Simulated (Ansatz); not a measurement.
Al2Au in Ansatz: the effect of functional

Crystal: Al2Au.

```
Au Al
1.0
     0.00000    3.03948    3.03948
     3.03948    0.00000    3.03948
     3.03948    3.03948    0.00000
Au Al
1 2
Direct
  0.00000 0.00000 0.00000
  0.75000 0.75000 0.75000
  0.25000 0.25000 0.25000
```

The cell isn't the ideal one: volume scaled by 1.04.

Alike in all runs:

- Program: Ansatz 0.2.0
- Task: single point
- Potentials or basis: Ansatz PAW
- k mesh: 8 × 8 × 8
- Occupations: fermi-dirac, width 0.05 eV
- Spin: no spin polarisation

```tsv
functional	cutoff	pressure (GPa)
LDA	420 eV (not typed: the program's choice for these potentials)	?
PBEsol	420 eV (not typed: the program's choice for these potentials)	-4.0
r2SCAN	500 eV (not typed: the program's choice for these potentials)	-3.8
```

What does the run with functional LDA give?

Pressure -6.5 GPa.

Caveats: the PAW data sets come from PBE, with cores solved anew for the run's functional, which leaves a small shift of forces and pressure.
